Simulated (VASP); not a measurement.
LiF in VASP 6.6.1, single-point calculation

INCAR

```
NSW = 0
ENCUT = 520
ISMEAR = 0
IBRION = -1
EDIFF = 1E-7
LCHARG = .FALSE.
LWAVE = .FALSE.
PREC = Accurate
SIGMA = 0.01
ALGO = Normal
GGA = QQ
NELM = 63
NBANDS = 12
ISIF = 2
LASPH = .TRUE.
LREAL = .FALSE.
```

KPOINTS

```
KPOINTS created by Atomic Simulation Environment
0
Gamma
10 10 10
0 0 0
```

POSCAR

```
Li F
 1.0000000000000000
    -0.0670353019000000    2.0000507985999998    2.0000507985999998
     2.0000507985999998   -0.0670353019000000    2.0000507985999998
     2.0000507985999998    2.0000507985999998   -0.0670353019000000
 Li  F
   1   1
Cartesian
  0.0000000000000000  0.0000000000000000  0.0000000000000000
  1.9665331476499994  1.9665331476499994  1.9665331476499994
```

The recommended PBE PAW datasets give the neutral cell 10 valence electrons.

Command

```
mpirun -np 1 vasp_std
```

Standard output (part)

```
POSCAR found type information on POSCAR LiF
 POSCAR found :  2 types and       2 ions
|     EEEEEEE  RRRRRR   RRRRRR   OOOOOOO  RRRRRR      ###     ###     ###     |
|     E        R     R  R     R  O     O  R     R     ###     ###     ###     |
|     E        R     R  R     R  O     O  R     R     ###     ###     ###     |
|     EEEEE    RRRRRR   RRRRRR   O     O  RRRRRR       #       #       #      |
|     E        R    R   R    R   O     O  R    R      ###     ###     ###     |
|     EEEEEEE  R     R  R     R  OOOOOOO  R     R     ###     ###     ###     |
|     Error: One of the selected functionals does not exist.                  |
|       ---->  I REFUSE TO CONTINUE WITH THIS SICK JOB ... BYE!!! <----       |
```

VASP stopped before the first electronic step.

The fault: unknown functional word.

The run took about 0.9 s on one core of a shared host (Intel Xeon Platinum 8488C).
